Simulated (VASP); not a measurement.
Wanted: the native input for a VASP 6.6.1 run.

* Task: relaxation of cell and atoms
* Functional: PBE
* Potentials or basis: VASP PAW PBE potentials, release 64 (Si, Mo_sv)
* Cutoff: 520 eV
* k mesh: 4 × 4 × 8
* Occupations: gaussian, width 0.15 eV
* Spin: no spin polarisation
* Further INCAR settings: PREC = Normal; ALGO = Fast; EDIFF = 0.0001; IBRION = 2; EDIFFG = -0.08; NSW = 24; ISIF = 3

The structure of SiMo3 lies in POSCAR:

```
SiMo3
1.0
    5.2531527500      0.0000000000      0.0000000000
    0.0000000000      5.2531527500      0.0000000000
    0.0000000000      0.0000000000      2.6329709300
Si Mo
1 3
Direct
    0.0000000000      0.0000000000      0.5000000000
    0.5000000000      0.0000000000      0.5000000000
    0.0000000000      0.5000000000      0.5000000000
    0.5000000000      0.5000000000      0.5000000000
```

The cell was built by a generator and needn't be a form met in nature.

The input as run:

INCAR

```
SYSTEM = SiMo3
ALGO = Fast
EDIFF = 1E-4
EDIFFG = -0.08
ENCUT = 520
GGA = PE
IBRION = 2
ISIF = 3
ISMEAR = 0
LASPH = .True.
LCHARG = .False.
LREAL = .False.
LWAVE = .False.
NELM = 60
NSW = 24
PREC = Normal
SIGMA = 0.15
```

KPOINTS

```
k-points
0
Gamma
  4 4 8
  0 0 0
```

Potentials or basis: VASP PAW PBE potentials, release 64 (Si, Mo_sv).

Run with:

```sh
$ cat potpaw_PBE.64/Si/POTCAR potpaw_PBE.64/Mo_sv/POTCAR > POTCAR
$ mpirun -np 1 vasp_std > vasp.out
```

Results of the run:

```
Relaxed volume                         : 17.13 Å³/atom
Relaxed cell                           : a = 5.172 Å, b = 5.172 Å, c = 2.561 Å, α = 90.00°, β = 90.00°, γ = 90.00°
Space group after relaxing (to 0.05 Å) : P4/mmm (No. 123)
Energy gained by relaxing              : 27.5 meV/atom
Ionic steps                            : 7
Pressure after relaxing                : 0.2 GPa
Band gap on the k mesh                 : none (metal or under the smearing width)
```

Wall time 59 s on 1 thread of Intel(R) Xeon(R) 6975P-C (Granite Rapids) (shared host), peak memory 0.17 GiB.
